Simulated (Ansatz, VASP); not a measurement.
# One calculation of Cr, two programs

The input INCAR:

```
ALGO = Fast ; EDIFF = 1E-7
EDIFFG = -0.005 ; ENCUT = 600
IBRION = 2 ; ISIF = 3
ISMEAR = 0 ; LASPH = T
LCHARG = F ; LREAL = F
LWAVE = F ; NELM = 80
NSW = 100 ; PREC = Accurate
SIGMA = 0.1
```

File KPOINTS:

```
k-points
0
Gamma
  20 20 20
```

POSCAR

```
Cr
1.0
   -1.3950595363      1.3950595363      1.3950595363
    1.3950595363     -1.3950595363      1.3950595363
    1.3950595363      1.3950595363     -1.3950595363
Cr
1
Direct
    0.0000000000      0.0000000000      0.0000000000
```

Input for Ansatz:

```yaml
crystal:
  lattice:
    - [-1.3950595339, 1.3950595339, 1.3950595339]
    - [1.3950595339, -1.3950595339, 1.3950595339]
    - [1.3950595339, 1.3950595339, -1.3950595339]
  atoms:
    - { symbol: Cr, position: [0.0, 0.0, 0.0] }
basis:
  ecutwfc: 420
kpoints:
  mp_grid: { grid: [20, 20, 20] }
hamiltonian:
  xc: lda
scf:
  occupations: { method: gaussian, width: 0.1 }
output:
  forces: true
  stress: true
  eigenvalues: true
relax:
  adjacent_minimum: "off"
  f_tol: 0.005
  max_steps: 80
  cell: { stress_tol: 0.05 }
```

Alike in both runs: task relaxation of cell and atoms; functional LDA; k mesh 20 × 20 × 20; occupations gaussian, width 0.1 eV; no spin polarisation.

|  | VASP | Ansatz |
| --- | --- | --- |
| version | VASP 6.6.1 | Ansatz 0.2.0 |
| potentials or method | VASP PAW LDA potentials, release 64 (Cr_pv) | scalar-relativistic, plane waves, PAW |
| plane-wave cutoff (eV) | 600 | 420 |
| valence electrons in the cell | 12 | 14 |

```csv
,VASP,Ansatz,Ansatz less VASP
"gap on the k mesh at the Fermi level, each at its own relaxed structure (eV)",none,none,-
relaxed volume (Å³/atom),10.84,10.84,-0.001
relaxed cell length with the largest relative difference (Å),2.415,2.415,-0.0001
```

A gap of «none» marks a metal or a gap that the smearing closes. The two sets of potentials don't hold the same shells in valence.

Caveats: the run has no spin polarisation, though such a crystal can be magnetic. Spin polarisation is off, so any magnetic state and its effect on volume and gap are missing.
